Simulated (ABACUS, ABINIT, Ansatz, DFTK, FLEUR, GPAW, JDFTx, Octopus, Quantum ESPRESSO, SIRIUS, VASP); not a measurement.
**Fe: programs and potentials compared**

```
Fe
1.0
    -1.44300    1.44300    1.44300
     1.44300   -1.44300    1.44300
     1.44300    1.44300   -1.44300
Fe
1
Direct
  0.00000 0.00000 0.00000
```

Alike in all runs: task single point; functional PBEsol; k mesh 13 × 13 × 13; occupations fermi-dirac, width 0.05 eV; collinear spin, ferromagnetic start; no spin-orbit coupling. Pressure is positive in compression and, in plane waves, holds the error of the finite cutoff.

```
                                        program and potentials  plane-wave cutoff (eV)                                                            notes  pressure (GPa)  net moment per atom (μB)
                 SIRIUS, all-electron FP-LAPW, apw+lo standard                       -                                                                -               -                      2.25
JDFTx, PseudoDojo-SR-PBEsol-0.4.1-standard with smoothed tails                    1225                          16 valence electrons an atom on average          -15.62                      2.38
   ABACUS, PseudoDojo NC SR 0.4.1 PBEsol standard, plane waves                    1225                          16 valence electrons an atom on average          -15.62                      2.38
SIRIUS, PseudoDojo 0.4.1 PBEsol standard (scalar relativistic)                    1228                          16 valence electrons an atom on average          -15.60                      2.38
             GPAW, PAW data sets generated for this functional                     600                           8 valence electrons an atom on average          -15.96                      2.26
                                VASP, PBE PAW files Fe, 520 eV                     520  potentials made for PBE; 8 valence electrons an atom on average          -17.37                      2.29
                                    FLEUR, all-electron, FLAPW                       -                                                                -               -                      2.26
                             Quantum ESPRESSO, GBRV 1.5 PBEsol                     762                          16 valence electrons an atom on average          -15.63                      2.38
               ABINIT, PseudoDojo NC SR PBEsol v0.4.1 standard                    1225                          16 valence electrons an atom on average          -15.62                      2.38
           Octopus, pseudodojo_pbesol (PseudoDojo 0.4, PBEsol)                       -                          16 valence electrons an atom on average               -                      2.38
                Ansatz, all-electron LAPW, scalar-relativistic                       -                                                                -          -18.10                      2.25
            DFTK, PseudoDojo SR PBEsol 0.4.1 standard (PBEsol)                    1225                          16 valence electrons an atom on average          -15.62                      2.38
```

The pressure spans -18.10 (Ansatz, all-electron LAPW, scalar-relativistic) to -15.60 GPa (SIRIUS, PseudoDojo 0.4.1 PBEsol standard (scalar relativistic)), with all-electron results at -18.10. The net moment per atom spans 2.25 (SIRIUS, all-electron FP-LAPW, apw+lo standard) to 2.38 μB (ABINIT, PseudoDojo NC SR PBEsol v0.4.1 standard), with all-electron results at 2.25 to 2.26. The cell lies far from this level's equilibrium. The state is the one that the start led to, which needn't be the lowest. The pressure on the cell as given of VASP, PBE PAW files Fe, 520 eV; Ansatz, all-electron LAPW, scalar-relativistic lies far from the others; the cause wasn't traced.

The functional is the same throughout but for its coding, so the spread measures potentials, basis and numerics; runs on potential files found faulty are left out.
